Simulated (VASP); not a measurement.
# MgO (Fm-3m) in VASP: a series of runs

One crystal, MgO, is run at these levels: PBE+D3(BJ); tasks: relaxation of cell and atoms.

All numbers are computed with VASP 6.6.1; they aren't measurements. Logs are shortened: lines on timing, memory, paths and dates and some standing lists are left out, and cuts for length are marked.

## Step 1: The structure

The structure is cubic, space group Fm-3m (No. 225). The conventional cell has a = 4.217 Å, b = 4.217 Å, c = 4.217 Å, α = 90.00°, β = 90.00°, γ = 90.00°. Mg (site symmetry m-3m) is surrounded by 6 O at 2.11 Å. Around O (site symmetry m-3m) lie 6 Mg at 2.11 Å.

## Step 2: Relaxation of cell and atoms, PBE+D3(BJ)

File INCAR:

```
SYSTEM = MgO
  PREC = Accurate
  ENCUT = 520
  EDIFF = 1E-7
  ISMEAR = 0
  SIGMA = 0.02
  LREAL = .False.
  LASPH = .True.
  NELM = 100
  ALGO = Normal
  ISIF = 3
  LWAVE = .False.
  LCHARG = .False.
  GGA = PE
  IVDW = 12
  IBRION = 2
  NSW = 80
  EDIFFG = -0.002
```

File KPOINTS:

```
regular mesh
0
Gamma
  12 12 12
  0 0 0
```

File POSCAR:

```
MgO
1.0
    0.0000000000      2.1085000000      2.1085000000
    2.1085000000      0.0000000000      2.1085000000
    2.1085000000      2.1085000000      0.0000000000
Mg O
1 1
Direct
    0.0000000000      0.0000000000      0.0000000000
    0.5000000000      0.5000000000      0.5000000000
```

Potentials or basis: VASP PAW PBE potentials, release 64 (Mg, O).

Launch:

```sh
$ cat potpaw_PBE.64/Mg/POTCAR potpaw_PBE.64/O/POTCAR > POTCAR
$ mpirun -np 1 vasp_std > vasp.out
```

OUTCAR:

```text
SYSTEM = MgO
   PREC = Accurate
   ENCUT = 520
   EDIFF = 1E-7
   ISMEAR = 0
   LREAL = .False.
   LASPH = .True.
   NELM = 100
   ISIF = 3
   GGA = PE
   IVDW = 12
   IBRION = 2
   NSW = 80
   EDIFFG = -0.002
 IVDW          = 12

 ion  position               nearest neighbor table
   1  0.000  0.000  0.000-   2 2.11   2 2.11   2 2.11   2 2.11   2 2.11   2 2.11
   2  0.500  0.500  0.500-   1 2.11   1 2.11   1 2.11   1 2.11   1 2.11   1 2.11

  LATTYP: Found a face centered cubic cell.
 ALAT       =     4.2170000000

  Lattice vectors:

 A1 = (   0.0000000000,   2.1085000000,   2.1085000000)
 A2 = (   2.1085000000,   0.0000000000,   2.1085000000)
 A3 = (   2.1085000000,   2.1085000000,   0.0000000000)

Analysis of symmetry for initial positions (statically):
=====================================================================
 Subroutine PRICEL returns:
 Original cell was already a primitive cell.

 Routine SETGRP: Setting up the symmetry group for a
 face centered cubic supercell.

 Subroutine GETGRP returns: Found 48 space group operations
 (whereof 48 operations were pure point group operations)
 out of a pool of 48 trial point group operations.

The static configuration has the point symmetry O_h .

Analysis of symmetry for dynamics (positions and initial velocities):
=====================================================================
 Subroutine PRICEL returns:
 Original cell was already a primitive cell.

 Routine SETGRP: Setting up the symmetry group for a
 face centered cubic supercell.

 Subroutine GETGRP returns: Found 48 space group operations
 (whereof 48 operations were pure point group operations)
 out of a pool of 48 trial point group operations.

The dynamic configuration has the point symmetry O_h .

 Subroutine INISYM returns: Found 48 space group operations
 (whereof 48 operations are pure point group operations),
 and found     1 'primitive' translations

----------------------------------------------------------------------------------------

                                     Primitive cell

  volume of cell :      18.7478

  direct lattice vectors                    reciprocal lattice vectors
     0.000000000  2.108500000  2.108500000    -0.237135404  0.237135404  0.237135404
     2.108500000  0.000000000  2.108500000     0.237135404 -0.237135404  0.237135404
     2.108500000  2.108500000  0.000000000     0.237135404  0.237135404 -0.237135404

  length of vectors
     2.981869296  2.981869296  2.981869296     0.410730569  0.410730569  0.410730569

  position of ions in fractional coordinates (direct lattice)
     0.000000000  0.000000000  0.000000000
     0.500000000  0.500000000  0.500000000

  ion indices of the primitive-cell ions
   primitive index   ion index
                 1           1
                 2           2

----------------------------------------------------------------------------------------

 KPOINTS: regular mesh

Automatic generation of k-mesh.
 Grid dimensions read from file:
 generate k-points for:   12   12   12

 Generating k-lattice:

  Cartesian coordinates                     Fractional coordinates (reciprocal lattice)
    -0.019761284  0.019761284  0.019761284     0.083333333  0.000000000  0.000000000
     0.019761284 -0.019761284  0.019761284     0.000000000  0.083333333  0.000000000
     0.019761284  0.019761284 -0.019761284     0.000000000  0.000000000  0.083333333

  Length of vectors
     0.034227547  0.034227547  0.034227547

  Shift w.r.t. Gamma in fractional coordinates (k-lattice)
     0.000000000  0.000000000  0.000000000

 Subroutine IBZKPT returns following result:
 ===========================================

 Found     72 irreducible k-points:

 Following reciprocal coordinates:
            Coordinates               Weight
  0.000000  0.000000  0.000000      1.000000
  0.083333  0.000000  0.000000      8.000000
  0.166667  0.000000  0.000000      8.000000
  0.250000  0.000000  0.000000      8.000000
  0.333333  0.000000  0.000000      8.000000
  0.416667  0.000000  0.000000      8.000000
[... 16 lines left out ...]
  0.500000  0.166667  0.000000     24.000000
 -0.416667  0.166667  0.000000     24.000000
 [... further k-points ...]
   k-points           NKPTS =     72   k-points in BZ     NKDIM =     72   number of bands    NBANDS=      8
   number of dos      NEDOS =    301   number of ions     NIONS =      2
   total plane-waves  NPLWV =  13824
   dimension x,y,z NGX =    24 NGY =   24 NGZ =   24
   dimension x,y,z NGXF=    48 NGYF=   48 NGZF=   48
   ions per type =               1   1
   NGX,Y,Z   is equivalent  to a cutoff of  13.38, 13.38, 13.38 a.u.
   NGXF,Y,Z  is equivalent  to a cutoff of  26.76, 26.76, 26.76 a.u.
 SYSTEM =  MgO
   PREC   = accura    normal or accurate (medium, high low for compatibility)
   ISTART =      0    job   : 0-new  1-cont  2-samecut
   ICHARG =      2    charge: 1-file 2-atom 10-const
   ISPIN  =      1    spin polarized calculation?
   LNONCOLLINEAR =      F non collinear calculations
   LSORBIT =      F    spin-orbit coupling
   LASPH  =      T    aspherical Exc in radial PAW
   ENCUT  =  520.0 eV  38.22 Ry    6.18 a.u.   5.54  5.54  5.54*2*pi/ulx,y,z
   NELM   =    100;   NELMIN=  2; NELMDL= -5     # of ELM steps
   EDIFF  = 0.1E-06   stopping-criterion for ELM
   LREAL  =      F    real-space projection
   EDIFFG = -.2E-02   stopping-criterion for IOM
   NSW    =     80    number of steps for IOM
   IBRION =      2    ionic relax: 0-MD 1-quasi-New 2-CG
   NFREE  =      1    steps in history (QN), initial steepest desc. (CG)
   ISIF   =      3    stress and relaxation
   ISYM   =      2    0-nonsym 1-usesym 2-fastsym
   POTIM  = 0.5000    time-step for ionic-motion
   TEBEG  =    0.0;   TEEND  =   0.0 temperature during run
   PSTRESS=    0.0 pullay stress
   NELECT =       8.0000    total number of electrons
   NUPDOWN=      -1.0000    fix difference up-down
   EMIN   =  10.00;   EMAX   =-10.00  energy-range for DOS
   EFERMI =   0.00;   METHOD = LEGACY
   ISMEAR =     0;   SIGMA  =   0.02  broadening in eV -4-tet -1-fermi 0-gaus
   EFERMI_NEDOS =   21; number of points for ismear=-14 and -15
   IALGO  =     38    algorithm
   IMIX   =      4    mixing-type and parameters
     AMIX     =   0.40;   BMIX     =  1.00
     AMIX_MAG =   1.60;   BMIX_MAG =  1.00
  volume/ion in A,a.u.               =       9.37        63.26
  Fermi-wavevector in a.u.,A,eV,Ry     =   1.232503  2.329092 20.668107  1.519063
  Thomas-Fermi vector in A             =   2.367270
   LORBIT       =      0    0 simple, 1 ext, 2 COOP (PROOUT), +10 PAW based schemes
   GGA     = PE    functional components
   LHFCALC =     F    Hartree Fock is set to
   AEXX    =    0.0000 exact exchange contribution
   IVDW    =    12    specifies the selected vdW correction
   LEPSILON=     F    determine dielectric tensor
   LRPA    =     F    only Hartree local field effects (RPA)
 conjugate gradient relaxation of ions
 non-spin polarized calculation
 Gauss-broadening in eV      SIGMA  =   0.02
  energy-cutoff  :      520.00
  volume of cell :       18.75
 maximum number of plane-waves:       532
 NGX is ok and might be reduce to    24
   NGX = 11   NGY = 11   NGZ = 11

--------------------------------------- Ionic step        1  -------------------------------------------

 number of electron       8.0000005 magnetization

 Free energy of the ion-electron system (eV)
  ---------------------------------------------------
  ext. energy  EPLUGINS =         0.00000000
  ---------------------------------------------------
  free energy    TOTEN  =       -11.90715032 eV

  energy without entropy =      -11.90715032  energy(sigma->0) =      -11.90715032

------------------------ aborting loop because EDIFF is reached ----------------------------------------

 Edisp (eV)   -0.58410

 E8    (eV) :    -0.2287

  FORCE on cell =-STRESS in cart. coord.  units (eV):
  Direction    XX          YY          ZZ          XY          YZ          ZX
  --------------------------------------------------------------------------------------
  -------------------------------------------------------------------------------------
  Total      -0.20664    -0.20664    -0.20664     0.00000     0.00000     0.00000
  in kB     -17.65940   -17.65940   -17.65940     0.00000     0.00000     0.00000
  external pressure =      -17.66 kB  Pullay stress =        0.00 kB
[... 61 lines left out ...]
  energy  without entropy=      -12.4922673947  energy(sigma->0) =      -12.49226739

--------------------------------------- Ionic step        3  -------------------------------------------

 number of electron       8.0000004 magnetization

 Free energy of the ion-electron system (eV)
  ---------------------------------------------------
  ext. energy  EPLUGINS =         0.00000000
  ---------------------------------------------------
  free energy    TOTEN  =       -11.90155654 eV

  energy without entropy =      -11.90155654  energy(sigma->0) =      -11.90155654

 E-fermi :   3.3544     XC(G=0): -11.1149

 val. band max:        3.2444507810   @ k =   0.0000   0.0000   0.0000
 cond. band min:       8.0457510272   @ k =   0.0000   0.0000   0.0000
 fundamental gap:      4.8013002461
 Fermi energy:         3.3544382476

 k-point     1 :       0.0000    0.0000    0.0000
  band No.  band energies     occupation
      1     -14.0584      2.00000
      2       3.2444      2.00000
      3       3.2445      2.00000
      4       3.2445      2.00000
      5       8.0458      0.00000
      6      19.0877      0.00000
      7      19.0877      0.00000
      8      19.0877      0.00000
[... 243 lines left out ...]
 k-point    24 :      -0.4167    0.1667    0.0000
  band No.  band energies     occupation
      1     -12.6678      2.00000
      2      -0.9994      2.00000
      3       1.6524      2.00000
      4       2.4537      2.00000
      5      12.3489      0.00000
      6      15.6813      0.00000
      7      17.5182      0.00000
      8      20.2759      0.00000

 [... further k-points ...]

------------------------ aborting loop because EDIFF is reached ----------------------------------------

 Edisp (eV)   -0.59085

 E8    (eV) :    -0.2314

  FORCE on cell =-STRESS in cart. coord.  units (eV):
  Direction    XX          YY          ZZ          XY          YZ          ZX
  --------------------------------------------------------------------------------------
  -------------------------------------------------------------------------------------
  Total       0.00067     0.00067     0.00067    -0.00000    -0.00000     0.00000
  in kB       0.05753     0.05753     0.05753    -0.00000    -0.00000     0.00000
  external pressure =        0.06 kB  Pullay stress =        0.00 kB
[... 17 lines left out ...]
  FREE ENERGIE OF THE ION-ELECTRON SYSTEM (eV)
  ---------------------------------------------------
  free  energy   TOTEN  =       -12.4924064810 eV

  energy  without entropy=      -12.4924064810  energy(sigma->0) =      -12.49240648

 reached required accuracy - stopping structural energy minimisation
```

It took 17 s on 1 thread of Intel Xeon Platinum 8488C (Sapphire Rapids), shared host; peak memory 0.16 GiB.

Results:

```
Free energy                            : -12.4924 eV
Relaxed volume                         : 9.27 Å³/atom
Relaxed cell                           : a = 2.971 Å, b = 2.971 Å, c = 2.971 Å, α = 60.00°, β = 60.00°, γ = 60.00°
Space group after relaxing (to 0.05 Å) : Fm-3m (No. 225)
Energy gained by relaxing              : 0.6 meV/atom
Ionic steps                            : 3
Pressure after relaxing                : 0.0 GPa
Band gap on the k mesh                 : 4.80 eV, direct
Dispersion energy per atom             : -0.295 eV
```

Step by step:
| step | energy change (eV) | largest force (eV/Å) | pressure (GPa) | volume (Å³) |
| --- | --- | --- | --- | --- |
| 1 | 0.0000 | 0.0000 | -1.77 | 18.75 |
| 2 | -0.0010 | 0.0000 | 0.63 | 18.47 |
| 3 | -0.0012 | 0.0000 | 0.01 | 18.54 |

Final structure:
```
Mg O
1.0
     0.00000    2.10067    2.10067
     2.10067    0.00000    2.10067
     2.10067    2.10067    0.00000
Mg O
1 1
Direct
  0.00000 0.00000 0.00000
  0.50000 0.50000 0.50000
```

Levels at points of the mesh, in eV from the valence-band top:
```csv
k point,band 1,band 2,band 3,band 4,band 5,band 6,band 7,band 8
"(0.00, 0.00, 0.00)",-17.30,0.00,0.00,0.00,4.80,15.84,15.84,15.84
"(0.50, 0.00, 0.00)",-16.00,-4.65,-0.66,-0.66,7.95,12.69,16.39,16.39
"(0.50, 0.50, 0.00)",-15.74,-4.12,-1.36,-1.36,9.13,10.05,13.18,19.09
```

A k mesh can miss the band edges.

## Step 3: Relaxation of cell and atoms, PBE+D3(BJ)

This run uses another cell than the first one, of 9.27 Å³/atom, 0.989 times its volume.

INCAR is that of step 2.

KPOINTS is that of step 2.

File POSCAR:

```
MgO                                     
1.0
    0.0000000000      2.1006714189      2.1006714189
    2.1006714189      0.0000000000      2.1006714189
    2.1006714189      2.1006714189      0.0000000000
  Mg              O             
     1     1
Direct
     0.0000000000000000    0.0000000000000000    0.0000000000000000
     0.5000000000000000    0.5000000000000000    0.5000000000000000
```

Potentials or basis: VASP PAW PBE potentials, release 64 (Mg, O).

Launch:

```sh
$ cat potpaw_PBE.64/Mg/POTCAR potpaw_PBE.64/O/POTCAR > POTCAR
$ mpirun -np 1 vasp_std > vasp.out
```

OUTCAR:

```text
SYSTEM = MgO
   PREC = Accurate
   ENCUT = 520
   EDIFF = 1E-7
   ISMEAR = 0
   LREAL = .False.
   LASPH = .True.
   NELM = 100
   ISIF = 3
   GGA = PE
   IVDW = 12
   IBRION = 2
   NSW = 80
   EDIFFG = -0.002
 IVDW          = 12

 ion  position               nearest neighbor table
   1  0.000  0.000  0.000-   2 2.10   2 2.10   2 2.10   2 2.10   2 2.10   2 2.10
   2  0.500  0.500  0.500-   1 2.10   1 2.10   1 2.10   1 2.10   1 2.10   1 2.10

  LATTYP: Found a face centered cubic cell.
 ALAT       =     4.2013428378

  Lattice vectors:

 A1 = (   0.0000000000,   2.1006714189,   2.1006714189)
 A2 = (   2.1006714189,   0.0000000000,   2.1006714189)
 A3 = (   2.1006714189,   2.1006714189,   0.0000000000)

Analysis of symmetry for initial positions (statically):
=====================================================================
 Subroutine PRICEL returns:
 Original cell was already a primitive cell.

 Routine SETGRP: Setting up the symmetry group for a
 face centered cubic supercell.

 Subroutine GETGRP returns: Found 48 space group operations
 (whereof 48 operations were pure point group operations)
[... 173 lines left out ...]

 k-point     1 :       0.0000    0.0000    0.0000
  band No.  band energies     occupation
      1     -14.0584      2.00000
      2       3.2445      2.00000
      3       3.2445      2.00000
      4       3.2445      2.00000
      5       8.0458      0.00000
      6      19.0876      0.00000
      7      19.0876      0.00000
      8      19.0876      0.00000
[... 243 lines left out ...]
 k-point    24 :      -0.4167    0.1667    0.0000
  band No.  band energies     occupation
      1     -12.6676      2.00000
      2      -0.9993      2.00000
      3       1.6525      2.00000
      4       2.4538      2.00000
      5      12.3489      0.00000
      6      15.6816      0.00000
      7      17.5183      0.00000
      8      20.2759      0.00000

 [... further k-points ...]

------------------------ aborting loop because EDIFF is reached ----------------------------------------

 Edisp (eV)   -0.59085

 E8    (eV) :    -0.2314

  FORCE on cell =-STRESS in cart. coord.  units (eV):
  Direction    XX          YY          ZZ          XY          YZ          ZX
  --------------------------------------------------------------------------------------
  -------------------------------------------------------------------------------------
  Total       0.00099     0.00099     0.00099     0.00000     0.00000     0.00000
  in kB       0.08560     0.08560     0.08560     0.00000     0.00000     0.00000
  external pressure =        0.09 kB  Pullay stress =        0.00 kB

 VOLUME and BASIS-vectors are now :
 -----------------------------------------------------------------------------
  energy-cutoff  :      520.00
  volume of cell :       18.54
      direct lattice vectors                 reciprocal lattice vectors
     0.000000000  2.100671419  2.100671419    -0.238019138  0.238019138  0.238019138
     2.100671419  0.000000000  2.100671419     0.238019138 -0.238019138  0.238019138
     2.100671419  2.100671419  0.000000000     0.238019138  0.238019138 -0.238019138

 POSITION                                       TOTAL-FORCE (eV/Angst)
 -----------------------------------------------------------------------------------
      0.00000      0.00000      0.00000        -0.000000      0.000000      0.000000
      2.10067      2.10067      2.10067         0.000000     -0.000000      0.000000
 -----------------------------------------------------------------------------------
    total drift:                               -0.000000     -0.000000      0.000000

  FREE ENERGIE OF THE ION-ELECTRON SYSTEM (eV)
  ---------------------------------------------------
  free  energy   TOTEN  =       -12.4921278414 eV

  energy  without entropy=      -12.4921278414  energy(sigma->0) =      -12.49212784

 reached required accuracy - stopping structural energy minimisation
```

CONTCAR:

```text
MgO
   1.00000000000000
     0.0000000000000000    2.1006714189000002    2.1006714189000002
     2.1006714189000002    0.0000000000000000    2.1006714189000002
     2.1006714189000002    2.1006714189000002    0.0000000000000000
  Mg              O
     1     1
Direct
     0.0000000000000000    0.0000000000000000    0.0000000000000000
     0.5000000000000000    0.5000000000000000    0.5000000000000000

  0.00000000E+00  0.00000000E+00  0.00000000E+00
  0.00000000E+00  0.00000000E+00  0.00000000E+00
```

Wall time 7.1 s (1 thread of Intel Xeon Platinum 8488C (Sapphire Rapids), shared host); peak memory 0.16 GiB.

Results:

- Free energy: -12.4921 eV
- Pressure after relaxing: 0.0 GPa
- Band gap on the k mesh: 4.80 eV, direct
- Dispersion energy per atom: -0.295 eV

Final structure:
```
Mg O
1.0
     0.00000    2.10067    2.10067
     2.10067    0.00000    2.10067
     2.10067    2.10067    0.00000
Mg O
1 1
Direct
  0.00000 0.00000 0.00000
  0.50000 0.50000 0.50000
```

Levels at points of the mesh, in eV from the valence-band top:
| k point | band 1 | band 2 | band 3 | band 4 | band 5 | band 6 | band 7 | band 8 |
| --- | --- | --- | --- | --- | --- | --- | --- | --- |
| (0.00, 0.00, 0.00) | -17.30 | 0.00 | 0.00 | 0.00 | 4.80 | 15.84 | 15.84 | 15.84 |
| (0.50, 0.00, 0.00) | -16.00 | -4.65 | -0.66 | -0.66 | 7.95 | 12.69 | 16.39 | 16.39 |
| (0.50, 0.50, 0.00) | -15.74 | -4.12 | -1.36 | -1.36 | 9.13 | 10.05 | 13.18 | 19.09 |

Caveat: the relaxation stopped at its first step, so nothing moved. A k mesh can miss the band edges.
